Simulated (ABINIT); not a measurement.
Runs of ABINIT 10.8.3 (patched build) on ZrB2. It takes space group P6/mmm (No. 191, hexagonal). Conventional cell: a = 3.170 Å, b = 3.170 Å, c = 3.533 Å, α = 90.00°, β = 90.00°, γ = 120.00°. Zr (site symmetry 6/mmm) is surrounded by 12 B at 2.54 Å. B (site symmetry -6m2) is surrounded by 3 B at 1.83 Å. 

| task | level | cutoff (eV) | fine-grid cutoff | gap on the mesh (eV) | pressure (GPa) |
| --- | --- | --- | --- | --- | --- |
| single point | SCAN | 544 | 1088.46 eV | none | - |
| band structure | revPBE | 463 | 925.187 eV | none | 3.3 |
| single point | r2SCAN | 544 | 1088.46 eV | none | - |
| band structure | PW91 | 463 | 925.187 eV | none | (a) |

Alike in all rows: potentials or basis JTH PAW PBE v2.0; no spin polarisation; cell as given; k mesh 10 × 10 × 8; smearing fermi-dirac 0.05 eV.

Problem. Fill in the values left out.

Solution. (a) 0.7.

Caveats: the PAW data sets were made with another functional, which shifts forces and pressure a little.

A k mesh can miss the band edges, and the runs leave out spin-orbit coupling on Zr.

A gap of «none» marks a metal or a gap under the smearing width.

Not every run made on this cell is shown here.
